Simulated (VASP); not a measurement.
# HfB₂: molecular dynamics with a thermostat

HfB₂, P6/mmm (no. 191), 12 atoms in the cell. PBE, molecular dynamics; PAW potentials Hf, B (PBE set).

Ensemble: Nose-Hoover chain; Target temperature (K): 1600.

## Input

INCAR:
```
GGA = PE
PREC = Normal
ENCUT = 320
EDIFF = 1E-6
NELMIN = 4
NELM = 60
ALGO = Fast
LREAL = Auto
LASPH = T
ISMEAR = -1
SIGMA = 0.069
ISYM = 0
LWAVE = F
LCHARG = F
IBRION = 0
NSW = 60
POTIM = 1.0
TEBEG = 1600
ISIF = 2
RANDOM_SEED = 234214 0 0
MDALGO = 4
NHC_NCHAINS = 3
NHC_PERIOD = 30
KPAR = 2
```

KPOINTS:
```
k-points
0
Monkhorst-Pack
  2 2 4
```

POSCAR:
```
HfB2
1.0
    6.2800000000      0.0000000000      0.0000000000
   -3.1400000000      5.4386395358      0.0000000000
    0.0000000000      0.0000000000      3.4800000000
Hf B
4 8
Direct
    0.0000000000      0.0000000000      0.0000000000
    0.0000000000      0.5000000000      0.0000000000
    0.5000000000      0.0000000000      0.0000000000
    0.5000000000      0.5000000000      0.0000000000
    0.3333333333      0.1666666666      0.5000000000
    0.3333333333      0.6666666666      0.5000000000
    0.8333333333      0.1666666666      0.5000000000
    0.8333333333      0.6666666666      0.5000000000
    0.1666666666      0.3333333334      0.5000000000
    0.1666666666      0.8333333333      0.5000000000
    0.6666666666      0.3333333334      0.5000000000
    0.6666666666      0.8333333333      0.5000000000
```

Commands:
```
cat potpaw_PBE.64/Hf/POTCAR potpaw_PBE.64/B/POTCAR > POTCAR
mpirun -np 2 vasp_std > vasp.out
```

## Result

- Mean temperature (K): 908
- Standard error of the mean temperature (K): 124
- Relative fluctuation of the kinetic energy: 0.347
- Canonical value of that fluctuation: 0.246
- Rise of the mean potential energy above the start (meV/atom): 124.9
- Electronic steps per ionic step after the first: 4.8

Course of the run:

| Time (fs) | Temperature (K) | Potential energy less the first (meV/atom) |
|---|---|---|
| 1 | 1600 | 0.0 |
| 6 | 1222 | 45.1 |
| 10 | 714 | 106.6 |
| 15 | 439 | 141.7 |
| 19 | 569 | 130.0 |
| 24 | 880 | 103.1 |
| 28 | 1044 | 96.2 |
| 33 | 1033 | 114.5 |
| 37 | 1045 | 124.9 |
| 42 | 1263 | 112.4 |
| 46 | 1193 | 130.0 |
| 51 | 745 | 191.0 |
| 55 | 476 | 227.1 |
| 60 | 672 | 209.4 |

REPORT:
```
MDALGO =   4
           NHC_NCHAINS =   3
            NHC_PERIOD =    30
            NHC_NRESPA =    1
                NHC_NS =  1
               SCALING =       0
                 CNEXP =     9.000   14.000
           RANDOM_SEED =            234214                0                0

   original number of atomic DOF:         33
   number of independent constraints:      0
   number of active DOF:                  33

========================================
         MD step No.       1
========================================

  Atomic velocities initialized by STEP_tb

  >Nose-Hoover_chains
                       xs       vs(fs^-1)
   nhc_s>  -0.66997341E-11  -0.26796145E-10
   nhc_s>  -0.13889371E-03  -0.55559414E-03
   nhc_s>  -0.13888889E-03  -0.55547839E-03

  >Energies
                    E_tot             E_pot             E_kin               EPS                ES
   e_b>   -0.10362622E+03   -0.10590121E+03    0.22749897E+01    0.38296832E-04   -0.38300187E-04

  >Temperature
               T_sim     T_inst
   tmprt>   1600.000   1600.000

           RANDOM_SEED =            234214               72                0

[... steps left out ...]

========================================
         MD step No.      60
========================================

  >Nose-Hoover_chains
                       xs       vs(fs^-1)
   nhc_s>  -0.47482286E+00  -0.97330983E-02
   nhc_s>   0.19125099E+01   0.40951510E-01
   nhc_s>   0.46128943E+00   0.74902907E-01

  >Energies
                    E_tot             E_pot             E_kin               EPS                ES
   e_b>   -0.10362039E+03   -0.10338817E+03    0.95479799E+00    0.64611783E+00   -0.18331392E+01

  >Temperature
               T_sim     T_inst
   tmprt>   1600.000    671.509

           RANDOM_SEED =            234214               72                0
```

OSZICAR:
```
N       E                     dE             d eps       ncg     rms          rms(c)
DAV:   1     0.390310046144E+02    0.39031E+02   -0.12833E+04  1296   0.872E+02
DAV:   2    -0.109211072589E+03   -0.14824E+03   -0.14525E+03  1712   0.175E+02
DAV:   3    -0.115302562547E+03   -0.60915E+01   -0.60178E+01  1720   0.355E+01
DAV:   4    -0.115376670375E+03   -0.74108E-01   -0.73681E-01  1658   0.414E+00
DAV:   5    -0.115377722396E+03   -0.10520E-02   -0.10511E-02  1662   0.481E-01    0.405E+01
RMM:   6    -0.106443130160E+03    0.89346E+01   -0.19709E+01  1309   0.164E+01    0.230E+01
RMM:   7    -0.106341291200E+03    0.10184E+00   -0.20644E+01  1296   0.159E+01    0.293E+00
RMM:   8    -0.105963868159E+03    0.37742E+00   -0.47768E+00  1296   0.894E+00    0.327E+00
RMM:   9    -0.105895356599E+03    0.68512E-01   -0.29564E-01  1315   0.311E+00    0.681E-01
RMM:  10    -0.105903347819E+03   -0.79912E-02   -0.98859E-02  1315   0.124E+00    0.450E-01
RMM:  11    -0.105903218442E+03    0.12938E-03   -0.13658E-02  1343   0.509E-01    0.385E-01
RMM:  12    -0.105902938454E+03    0.27999E-03   -0.29750E-03  1360   0.205E-01    0.233E-01
[... left out ...]
     58 T=   518. E= -.10361275E+03 F= -.10320007E+03 E0= -.10319575E+03  EK= 0.74264E+00 SP= -.18E+01 SK= 0.62E+00
     59 T=   584. E= -.10361199E+03 F= -.10328002E+03 E0= -.10327599E+03  EK= 0.83792E+00 SP= -.18E+01 SK= 0.64E+00
[... last step whole ...]
       N       E                     dE             d eps       ncg     rms          rms(c)
DAV:   1    -0.103388128432E+03   -0.10811E+00   -0.18126E-02  2061   0.869E-01    0.112E-02
RMM:   2    -0.103388165331E+03   -0.36900E-04   -0.49015E-04  1296   0.155E-01    0.922E-03
RMM:   3    -0.103388169775E+03   -0.44439E-05   -0.46350E-05  1328   0.313E-02    0.739E-03
RMM:   4    -0.103388170445E+03   -0.66988E-06   -0.93257E-06  1226   0.133E-02
     60 T=   672. E= -.10361100E+03 F= -.10338817E+03 E0= -.10338431E+03  EK= 0.96420E+00 SP= -.18E+01 SK= 0.65E+00
```

Limits: 60 fs of 12 atoms are too short for converged averages; the cell is only 3.5 Å across, so each atom moves in step with near copies of itself.

VASP 6.6.1 took 419 s on 2 cores (Intel Xeon 6975P-C (Granite Rapids)), a shared host.
